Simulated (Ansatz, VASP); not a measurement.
## Bi: VASP beside Ansatz

```xyz
1
Lattice="-2.0511 1.9323 1.9637 2.0091 -1.9541 1.9436 2.0700 1.9730 -1.9856" Properties=species:S:1:pos:R:3 pbc="T T T"
Bi   -0.0472   -0.0316   -0.0216
```

Change from the starting cell: cell strained at random at fixed volume.

Alike in both runs: task single point; functional PBE; k mesh 9 × 9 × 9; occupations fermi-dirac, width 0.05 eV; no spin polarisation.

|  | VASP | Ansatz |
| --- | --- | --- |
| version | VASP 6.6.1 | Ansatz 0.2.0 |
| potentials or method | VASP PAW PBE potentials, release 64 (Bi_d), cutoff 520 eV | all-electron LAPW, scalar-relativistic |

```csv
,VASP,Ansatz,Ansatz less VASP
gap on the k mesh at the Fermi level (eV),none,none,-
pressure (GPa),0.9,0.9,+0.06
largest component of the traceless stress (GPa),0.71,0.71,-0.001
```

A gap of «none» marks a metal or a gap that the smearing closes. Ansatz ran all-electron here, so the differences hold the error of VASP's frozen core and of both bases.

Caveats: spin-orbit coupling is left out, which moves the levels of the heavy elements.
